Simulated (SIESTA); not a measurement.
The system is HfO2.

```
Hf O
1.0
     5.21946    0.00000    0.00000
     0.00000    5.00476    0.00000
     0.00000    0.00000    5.03269
Hf O
4 8
Direct
  0.96699 0.73252 0.74144
  0.53301 0.73252 0.24144
  0.46699 0.26748 0.74144
  0.03301 0.26748 0.24144
  0.63213 0.92865 0.87927
  0.86787 0.92865 0.37927
  0.23395 0.53988 0.49229
  0.26605 0.53988 0.99229
  0.76605 0.46012 0.99229
  0.73395 0.46012 0.49229
  0.13213 0.07135 0.87927
  0.36787 0.07135 0.37927
```

Measurements of this composition are mostly on another form, of space group No. 14.

Base run:

```yaml
Program: SIESTA 5.4.2
Functional: revPBE
Potentials_or_basis: PseudoDojo 0.4 standard (PBE files)
Basis: DZP (energy shift 0.003 Ry; two zetas on semicore shells)
Grid_cutoff: 800 Ry
Energy_shift: 0.003 Ry
k_mesh: 4 × 4 × 4
Occupations: fermi-dirac, width 0.05 eV
Spin: no spin polarisation
```

Its results: band gap on the k mesh 4.38 eV, indirect (least direct gap 4.54 eV); pressure 15.5 GPa; largest force 0.192 eV/Å.

Q: After a change of settings the same cell gave: band gap on the k mesh 4.16 eV, indirect (least direct gap 4.33 eV); pressure -3.6 GPa; largest force 0.132 eV/Å. Which change was it?
A. functional from revPBE to LDA; potentials or basis from PseudoDojo 0.4 standard (PBE files) to PseudoDojo 0.4 standard (LDA files)
B. functional from revPBE to PBE
C. functional from revPBE to RPBE
D. functional from revPBE to AM05; potentials or basis from PseudoDojo 0.4 standard (PBE files) to PseudoDojo 0.4 standard (PBEsol files)

A: A.

Caveats: short orbitals over semicore shells can move pressures by several GPa; spin-orbit coupling is left out, which moves the levels of the heavy elements; the basis of atomic orbitals isn't converged, which shifts pressures, moduli and gaps; the potentials were made for another functional, which shifts forces and pressure (some runs).
